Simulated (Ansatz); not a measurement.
**Nuclear-site quantities of NaH as the cell is scaled**

```yaml
crystal:
  lattice:
    - [0.00000, 2.44000, 2.44000]
    - [2.44000, 0.00000, 2.44000]
    - [2.44000, 2.44000, 0.00000]
  atoms:
    - { symbol: Na, position: [0.00000, 0.00000, 0.00000] }
    - { symbol: H, position: [0.50000, 0.50000, 0.50000] }
```

Atoms are numbered in the order listed.

The cell is COD entry 9008680, as deposited and not checked against the literature; nothing was relaxed.

These are results of Ansatz 0.2.0, DFT, PBE, all-electron PAW with datasets made for the crystal, scalar-relativistic, not measurements.

Numerical set-up: a Γ-centred 9×9×9 k mesh, Fermi–Dirac smearing of 0.03 eV, cutoff 160 eV (chosen by the program for this cell), no spin polarisation.

The contact density is the mean electron density over the nuclear volume; its changes follow the s electrons' response to bonding and compression. Changes below are taken from the unscaled cell, where it is 5907.71 e/Å³ at Na1, 2.68363 e/Å³ at H2.

| V/V(cell) | P (GPa) | Δρ(0) Na1 (e/Å³) | Δρ(0) H2 (e/Å³) |
| --- | --- | --- | --- |
| 0.9600 | 0.3 | ? | 0.03 |
| 1.0000 | -0.6 | 0.00 | 0.00 |
| 1.0400 | -1.4 | ? | -0.02 |

Problem. What belongs in the row "1.0400", column "Δρ(0) Na1 (e/Å³)"?

Solution. -0.08.

Problem. Fill in "Δρ(0) Na1 (e/Å³)" for the row "0.9600".

Solution. 0.09.

The datasets are made afresh for each cell, so very small changes are uncertain.
